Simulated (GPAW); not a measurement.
Runs of GPAW 26.7.0 on TaN. The structure is cubic, space group Fm-3m (No. 225). Conventional cell: a = 4.423 Å, b = 4.423 Å, c = 4.423 Å, α = 90.00°, β = 90.00°, γ = 90.00°. Ta (site symmetry m-3m) is surrounded by 6 N at 2.21 Å. N (site symmetry m-3m) has 6 Ta at 2.21 Å as nearest neighbours. The cell comes from a database or a generator and needn't be the stable form of this composition.

| task | level | potentials or basis | spin | cell | k mesh | optimizer | fmax | max steps | convergence | band path | pressure (GPa) |
| --- | --- | --- | --- | --- | --- | --- | --- | --- | --- | --- | --- |
| relaxation of cell and atoms | RPBE+D3(BJ) | the program's PAW data sets (release 1.2.1) made for this functional, pw | off | relaxed | 10 × 10 × 10 | BFGS | 0.01 eV/Å | 40 | density=1e-05 forces=0.0001 | - | 0.0 |
| band structure | SCAN | GPAW PAW data sets (gpaw-data 1.2.1), pw | SOC, no magnetisation | as given | 8 × 8 × 8 | - | - | - | - | GXWKGLUWLK,UX | -9.8 |
| band structure | r2SCAN | GPAW PAW data sets (gpaw-data 1.2.1), pw | off | as given | 10 × 10 × 10 | - | - | - | - | GXWKGLUWLK,UX | (a) |
| band structure | BLYP | PAW data sets generated in the run's folder for this functional, pw | off | as given | 10 × 10 × 10 | - | - | - | - | GXWKGLUWLK,UX | 7.6 |

Alike in all rows: cutoff (eV) 800; smearing fermi-dirac 0.05 eV.

Question: Fill in the values left out.

Answer: (a) -5.6.

Caveats: the PAW data sets were made with another functional, which shifts forces and pressure a little (some runs); later steps reuse the first step's grids (some runs); pairwise dispersion overbinds metals, which lowers pressure and volume (some runs); spin-orbit coupling was added after a scalar SCF, so levels and gaps hold it while energy, forces, pressure and moments don't (some runs).

Runs at the PBE level aren't shown here.
